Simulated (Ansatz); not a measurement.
The system is MoP.

```
CELL_PARAMETERS angstrom
3.22300 0.00000 0.00000
-1.61150 2.79120 0.00000
0.00000 0.00000 3.19100
ATOMIC_POSITIONS crystal
Mo 0.00000 0.00000 0.00000
P 0.33333 0.66667 0.50000
```

Base run:

* Program: Ansatz 0.2.0
* Functional: LDA
* Potentials or basis: Ansatz PAW
* Cutoff: 420 eV (not typed: the program's choice for these potentials)
* k mesh: 10 × 10 × 8
* Occupations: fermi-dirac, width 0.05 eV
* Spin: no spin polarisation

Its results: band gap on the k mesh none (metal or under the smearing width); pressure -7.4 GPa.

Question: The run is repeated on the same cell with these changes: functional from LDA to PBE. What comes out?

Answer: Band gap on the k mesh none (metal or under the smearing width); pressure 2.6 GPa.

PBE binds less tightly than LDA, so the same cell stands under more pressure.

Caveats: the PAW data sets come from PBE, with cores solved anew for the run's functional, which leaves a small shift of forces and pressure (some runs).
